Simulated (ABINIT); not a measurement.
Crystal: ScAl3.

```
Sc Al
1.0
     4.08781    0.00000    0.00000
     0.00000    4.08781    0.00000
     0.00000    0.00000    4.08781
Sc Al
1 3
Direct
  0.00000 0.00000 0.00000
  0.50000 0.50000 0.00000
  0.00000 0.50000 0.50000
  0.50000 0.00000 0.50000
```

The cell is a database's computed one.

Base run:

```yaml
Program: ABINIT 10.8.3 (patched build)
Functional: PW91
Potentials_or_basis: JTH PAW PBE v2.0
Cutoff: 544 eV
k_mesh: 7 × 7 × 7
Occupations: fermi-dirac, width 0.05 eV
Spin: no spin polarisation
```

Its results: band gap on the k mesh none (metal or under the smearing width); pressure 1.1 GPa.

**Question.** After a change of settings the same cell gave: band gap on the k mesh none (metal or under the smearing width); pressure -1.3 GPa. Which change was it?
A. functional from PW91 to rPW86PBE
B. functional from PW91 to AM05
C. functional from PW91 to LDA; potentials or basis from JTH PAW PBE v2.0 to PseudoDojo NC SR LDA v0.4 stringent; cutoff from 544 eV to 1061 eV
D. functional from PW91 to LDA; potentials or basis from JTH PAW PBE v2.0 to PseudoDojo NC SR LDA v0.4.1 standard; cutoff from 544 eV to 1061 eV

**Answer.** B.

AM05 binds more tightly than PW91, so the same cell stands under less pressure.

Caveats: the PAW data sets were made with another functional, which shifts forces and pressure a little.

Runs at the PBE level aren't shown here.
